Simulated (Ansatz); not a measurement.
# CoSi2/Si/CoSi2: predicting the conductance of a thicker barrier

**Method.** Ansatz 0.2.0, plane waves with PAW datasets, PBE. Interfaces are relaxed in a short slab (with D3(BJ) where the barrier is layered), set between ideal electrode layers that go on as semi-infinite leads, and the zero-bias conductance G at 300 K comes from T(E) on a typed mesh. The error is the largest of the program's estimates from energy step, mesh, the leads' potential steps and neutrality; its separate bound for narrow resonances between the energies solved isn't counted and can be far larger. The lower electrode is CoSi2 (fluorite 111), the upper CoSi2 (fluorite 111) and the barrier Si (diamond 111), on a net of side 3.829 Å; d is the distance between the electrodes' last planes.

Runs in hand:

| planes in the barrier | d (Å) | G (S/m²) | error (%) | lead step (meV) |
| --- | --- | --- | --- | --- |
| 4 | 8.71 | 1.11e14 | 5 | 6 |
| 6 | 11.89 | 4.27e13 | 9 | 5 |
| 8 | 15.06 | 1.54e13 | 6 | 5 |
| 12 | 21.42 | 2.66e12 | 7 | 5 |

**Question.** A further run has 14 planes, d = 24.59 Å. Fit G ∝ exp(−βd) to the rows shown and predict its conductance.

Working: Take y = ln G: 32.34, 31.39, 30.36 and 28.61. The means are d = 14.27 Å and y = 30.67; Σ(Δd Δy) = −25.96 and Σ(Δd)² = 88.32, so the slope is −0.294 Å⁻¹ (β = 0.294 Å⁻¹). At d = 24.59 Å, y = 30.67 − 0.294 × 10.32 = 27.64, or G = 1.01e12 S/m².

**The withheld run.** The run gave 1.13e12 S/m², with an error estimate of 6 % and a lead step of 5 meV. The prediction is 0.893 times that, too low by 11 %. That lies within the runs' own error estimates, carried through the fit.

**Limits.** The interfaces are ideal, one cell wide, strained to a common net and relaxed from one registry with their symmetry kept. PBE's gaps are too small, so true decay constants are likely larger where the Fermi level lies deep in a gap. No spin-orbit coupling, phonons, disorder or image charges enter. The rows shown are chosen by tests on error estimates (under 100 to 120 %), lead steps (under 150 meV, though the program warns over 25), intact interfaces and, for fits, a steady trend in the rows shown; the data set holds 414 series of this kind, and not all pass.
